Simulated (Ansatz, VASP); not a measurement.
# TiGa3: VASP beside Ansatz

Aim: how closely do two programs agree when they are given the same cell, functional and k mesh? The cell is taken from a series of VASP runs on this material, whose earlier steps may have relaxed, scaled or displaced it; both programs get it as it stands.

Method: plane waves, with VASP 6.6.1 beside it; relaxation of cell and atoms at PBEsol, in Ansatz 0.2.0.

## Step 1: The starting structure

It takes space group I4/mmm (No. 139, tetragonal). The conventional cell has a = 3.748 Å, b = 3.748 Å, c = 8.673 Å, α = 90.00°, β = 90.00°, γ = 90.00°. Nearest to Ga lie 8 Ga at 2.65 to 2.87 Å and 4 Ti at 2.87 Å. Ga has 4 Ti at 2.65 Å and 8 Ga at 2.87 Å nearest. Ti has 12 Ga at 2.65 to 2.87 Å nearest. Farther neighbours are not listed.

Coordinates:

```cif
data_structure
_symmetry_space_group_name_H-M 'I4/mmm'
_symmetry_Int_Tables_number 139
_cell_length_a 3.7483
_cell_length_b 3.7483
_cell_length_c 8.6728
_cell_angle_alpha 90.000
_cell_angle_beta 90.000
_cell_angle_gamma 90.000
_cell_volume 121.85
loop_
_atom_site_label
_atom_site_type_symbol
_atom_site_symmetry_multiplicity
_atom_site_Wyckoff_symbol
_atom_site_fract_x
_atom_site_fract_y
_atom_site_fract_z
_atom_site_occupancy
Ga1 Ga 4 d 0.50000 0.00000 0.25000 1
Ga2 Ga 2 b 0.50000 0.50000 0.00000 1
Ti1 Ti 2 a 0.00000 0.00000 0.00000 1
```

## Step 2: VASP: relaxation of cell and atoms, PBEsol

The relaxed volume is the usual yardstick between codes: its relative difference is about their pressure difference at one cell divided by the bulk modulus.

Lines of VASP's logs that name or quote its potential files are left out, and so is its time.

Input file INCAR:

```
SYSTEM = TiGa3
PREC = Accurate
ENCUT = 520
EDIFF = 1E-07
NELM = 100
ISMEAR = 1
SIGMA = 0.15
LREAL = .FALSE.
ALGO = Normal
GGA = PS
NBANDS = 31
LASPH = .TRUE.
LORBIT = 11
LWAVE = .FALSE.
LCHARG = .FALSE.
KPAR = 4
IBRION = 2
NSW = 50
ISIF = 3
EDIFFG = -0.005
```

Input file POSCAR:

```
TiGa3
1.0
   -1.8741729970      1.8741729970      4.3364233351
    1.8741729970     -1.8741729970      4.3364233351
    1.8741729970      1.8741729970     -4.3364233351
Ga Ti
3 1
Direct
    0.2500000000      0.7500000000      0.5000000000
    0.7500000000      0.2500000000      0.5000000000
    0.5000000000      0.5000000000      0.0000000000
    0.0000000000      0.0000000000      0.0000000000
```

Input file KPOINTS:

```
Automatic mesh
0
Gamma
18 18 18
0 0 0
```

PAW data sets: Ga_d and Ti_sv (PBE family, release 64).

On the command line:

```console
$ mpirun -np 4 vasp_std
```

Numbers of over 12 decimals in the logs are rounded to 6 here.

What it wrote:

```text
[banner, memory and clock lines left out]
running    4 mpi-ranks, on    1 nodes
 distrk:  each k-point on    1 cores,    4 groups
 distr:  one band on    1 cores,    1 groups

 POSCAR found type information on POSCAR GaTi
 POSCAR found :  2 types and       4 ions
|                                                                             |
|               ----> ADVICE to this user running VASP <----                  |
|                                                                             |
|     You enforced a specific xc type in the INCAR file but a different       |
|     [... a line on the potential file left out ...]
|     I HOPE YOU KNOW WHAT YOU ARE DOING!                                     |
|                                                                             |

 LDA part: xc-table for (Slater+PW92), standard interpolation
 POSCAR, INCAR and KPOINTS ok, starting setup
 FFT: planning ... GRIDC
 FFT: planning ... GRID_SOFT
 FFT: planning ... GRID
 WAVECAR not read
 entering main loop
       N       E                     dE             d eps       ncg     rms          rms(c)
DAV:   1     0.404254454235E+03    0.40425E+03   -0.24738E+04 30968   0.305E+03
DAV:   2     0.282624768932E+02   -0.37599E+03   -0.36853E+03 30471   0.591E+02
DAV:   3    -0.194831348299E+02   -0.47746E+02   -0.47075E+02 37243   0.171E+02
DAV:   4    -0.220490290479E+02   -0.25659E+01   -0.25415E+01 44177   0.372E+01
DAV:   5    -0.221184626786E+02   -0.69434E-01   -0.69416E-01 39495   0.533E+00    0.111E+01
DAV:   6    -0.207661140895E+02    0.13523E+01   -0.19595E+01 36972   0.242E+01    0.549E+00
DAV:   7    -0.202158630083E+02    0.55025E+00   -0.63666E+00 37214   0.165E+01    0.290E+00
DAV:   8    -0.201373884471E+02    0.78475E-01   -0.75130E-01 31985   0.834E+00    0.752E-01
DAV:   9    -0.201287584174E+02    0.86300E-02   -0.88809E-02 39056   0.633E+00    0.274E-01
DAV:  10    -0.201292573218E+02   -0.49890E-03   -0.10950E-02 38231   0.117E+00    0.115E-01
DAV:  11    -0.201292541052E+02    0.32166E-05   -0.17514E-03 49331   0.468E-01    0.696E-02
DAV:  12    -0.201292358199E+02    0.18285E-04   -0.26711E-04 46409   0.383E-01    0.224E-02
DAV:  13    -0.201292483048E+02   -0.12485E-04   -0.13422E-04 47762   0.157E-01    0.630E-03
DAV:  14    -0.201292504234E+02   -0.21186E-05   -0.35428E-05 33822   0.141E-01    0.400E-03
DAV:  15    -0.201292500670E+02    0.35638E-06   -0.50224E-06 35274   0.948E-02    0.921E-04
DAV:  16    -0.201292502680E+02   -0.20099E-06   -0.15356E-06 45979   0.212E-02    0.127E-03
DAV:  17    -0.201292502521E+02    0.15923E-07   -0.79304E-07 29957   0.309E-02
   1 F= -.20129250E+02 E0= -.20129387E+02  d E =-.201293E+02
 curvature:   0.00 expect dE= 0.000E+00 dE for cont linesearch  0.000E+00
 trial: gam= 0.00000 g(F)=  0.252E-48 g(S)=  0.633E-04 ort = 0.000E+00 (trialstep = 0.100E+01)
 search vector abs. value=  0.633E-04
 bond charge predicted
       N       E                     dE             d eps       ncg     rms          rms(c)
DAV:   1    -0.201295894988E+02   -0.33923E-03   -0.73072E-03 33554   0.790E-01    0.115E-01
DAV:   2    -0.201293923137E+02    0.19719E-03   -0.59208E-04 32059   0.364E-01    0.652E-02
DAV:   3    -0.201293023323E+02    0.89981E-04   -0.20990E-04 37460   0.207E-01    0.267E-02
DAV:   4    -0.201292888965E+02    0.13436E-04   -0.92458E-05 36902   0.971E-02    0.749E-03
DAV:   5    -0.201292888060E+02    0.90457E-07   -0.11149E-05 33339   0.321E-02    0.325E-03
DAV:   6    -0.201292887078E+02    0.98265E-07   -0.48850E-07 38243   0.213E-02
   2 F= -.20129289E+02 E0= -.20129424E+02  d E =-.384557E-04
 trial-energy change:   -0.000038  1 .order   -0.000038   -0.000063   -0.000012
 step:   1.2068(harm=  1.2312)  dis= 0.00000  next Energy=   -20.129290 (dE=-0.397E-04)
 reached required accuracy - stopping structural energy minimisation
```

OUTCAR, selected parts (step 2):

```text
ion  position               nearest neighbor table
   1  0.250  0.750  0.500-   2 2.65   2 2.65   2 2.65   2 2.65   4 2.87   3 2.87   4 2.87   3 2.87
                             4 2.87   4 2.87   3 2.87   3 2.87
   2  0.750  0.250  0.500-   1 2.65   1 2.65   1 2.65   1 2.65   4 2.87   3 2.87   4 2.87   4 2.87
                             3 2.87   3 2.87   4 2.87   3 2.87
   3  0.500  0.500  0.000-   4 2.65   4 2.65   4 2.65   4 2.65   2 2.87   1 2.87   2 2.87   2 2.87
                             1 2.87   1 2.87   2 2.87   1 2.87
   4  0.000  0.000  0.000-   3 2.65   3 2.65   3 2.65   3 2.65   2 2.87   1 2.87   2 2.87   1 2.87
                             2 2.87   2 2.87   1 2.87   1 2.87

  LATTYP: Found a body centered tetragonal cell.
 ALAT       =     3.7483459940
 C/A-ratio  =     2.3137796468

 Subroutine GETGRP returns: Found 16 space group operations
 (whereof 16 operations were pure point group operations)

The static configuration has the point symmetry D_4h.

 Found    480 irreducible k-points:

   k-points           NKPTS =    480   k-points in BZ     NKDIM =    480   number of bands    NBANDS=     31

   dimension x,y,z NGX =    40 NGY =   40 NGZ =   40
   dimension x,y,z NGXF=    80 NGYF=   80 NGZF=   80

   ENCUT  =  520.0 eV  38.22 Ry    6.18 a.u.   9.45  9.45  9.45*2*pi/ulx,y,z

   NELECT =      51.0000    total number of electrons

 k-points in reciprocal lattice and weights: Automatic mesh
   0.00000000  0.00000000  0.00000000       0.000
   0.05555556  0.00000000 -0.00000000       0.001
   0.11111111  0.00000000 -0.00000000       0.001
   0.16666667  0.00000000  0.00000000       0.001
   0.22222222  0.00000000 -0.00000000       0.001
   0.27777778  0.00000000 -0.00000000       0.001
   0.33333333  0.00000000 -0.00000000       0.001
   0.38888889  0.00000000  0.00000000       0.001
   0.44444444  0.00000000 -0.00000000       0.001
[...]
-0.44444444 -0.44444444  0.44444444       0.000
   0.50000000  0.50000000  0.50000000       0.000

 average (electrostatic) potential at core
       1 -62.0838       2 -62.0838       3 -62.0453       4 -72.6278

 E-fermi :   7.8352

 k-point     1 :       0.0000    0.0000    0.0000
  band No.  band energies     occupation
    ...
     21       3.8484      2.00000
     22       4.5820      2.00000
     23       6.5347      2.00000
     24       6.5347      2.00000
     25       6.6158      2.00000
     26       8.4748     -0.00000
     27       8.9976     -0.00000
     28      10.0274     -0.00000
     29      10.0274     -0.00000
     30      11.0617      0.00000
    ...

 k-point     2 :       0.0556    0.0000   -0.0000
  band No.  band energies     occupation
    ...
     21       3.7176      2.00000
     22       4.7322      2.00000
     23       6.2488      2.00000
     24       6.5642      2.00000
     25       6.5759      2.00000
     26       8.7442     -0.00000
     27       8.7983     -0.00000
     28       9.8584     -0.00000
     29      10.2466     -0.00000
     30      10.9422      0.00000
    ...

 k-point     3 :       0.1111    0.0000   -0.0000
  band No.  band energies     occupation
    ...
     21       3.4697      2.00000
     22       4.9650      2.00000
     23       5.7005      2.00000
     24       6.4721      2.00000
     25       6.6490      2.00000
     26       8.4357     -0.00000
     27       9.2474     -0.00000
     28       9.5589     -0.00000
     29      10.5633     -0.00000
     30      10.6248     -0.00000
    ...

  Total       -0.0052476     -0.0052476      0.0114675      0.0000000      0.0000000      0.0000000
  in kB       -0.1379678     -0.1379678      0.3014991      0.0000000      0.0000000      0.0000000
  external PRESSURE =       0.0085212 kB  Pullay stress =       0.0000000 kB

  energy-cutoff  :      520.00
  volume of cell :       60.94
      direct lattice vectors                 reciprocal lattice vectors
    -1.873630228  1.873630228  4.339771533     0.000000000  0.266861621  0.115213438
     1.873630228 -1.873630228  4.339771533     0.266861621  0.000000000  0.115213438
     1.873630228  1.873630228 -4.339771533     0.266861621  0.266861621  0.000000000

 POSITION                                       TOTAL-FORCE (eV/Angst)
 -----------------------------------------------------------------------------------
      1.87363      0.00000      2.16989        -0.000000     -0.000000      0.000000
      0.00000      1.87363      2.16989         0.000000      0.000000     -0.000000
      1.87363      1.87363      0.00000         0.000000     -0.000000      0.000000
      1.87363      1.87363      4.33977         0.000000     -0.000000      0.000000
 -----------------------------------------------------------------------------------
    total drift:                               -0.000000     -0.000000      0.000000

  FREE ENERGIE OF THE ION-ELECTRON SYSTEM (eV)
  ---------------------------------------------------
  free  energy   TOTEN  =       -20.1292887078 eV

  energy  without entropy=      -20.1296931939  energy(sigma->0) =      -20.12942354

 reached required accuracy - stopping structural energy minimisation

 total charge
# of ion       s       p       d       tot
------------------------------------------
    1        0.897   0.831   9.984  11.712
    2        0.897   0.831   9.984  11.712
    3        0.983   0.781   9.990  11.755
    4        2.151   6.109   2.026  10.286
--------------------------------------------------
tot          4.928   8.553  31.985  45.465

[... 3 further parts left out ...]
```

CONTCAR:

```
TiGa3
   1.00000000000000
    -1.8736302280095383    1.8736302280095383    4.3397715332496869
     1.8736302280095383   -1.8736302280095383    4.3397715332496869
     1.8736302280095383    1.8736302280095383   -4.3397715332496869
  Ga              Ti
     3     1
Direct
     0.2500000000000000    0.7500000000000000    0.5000000000000000
     0.7500000000000000    0.2500000000000000    0.5000000000000000
     0.5000000000000000    0.5000000000000000    1.0000000000000000
     1.0000000000000000    1.0000000000000000    1.0000000000000000
```

This run has no spin polarisation. Its electron count is odd, so without a moment it is a metal by construction. The run keeps the 16 symmetry operations of its start, so it cannot find a distortion of lower symmetry.

(Part 1 of 2 ends here.)

[Lines on the potential files, build, host, timing and source positions are cut from VASP's logs without a mark.]

[Logs are printed without paths, hosts, clocks, repeated set-up lines and the standing remarks that a program may print on its own settings, such as how far it seeks lower states.]

[Hosts, paths, dates, database ids (printed as entryN), source tags and the programs' standing remarks are cut or masked in the printed files.]
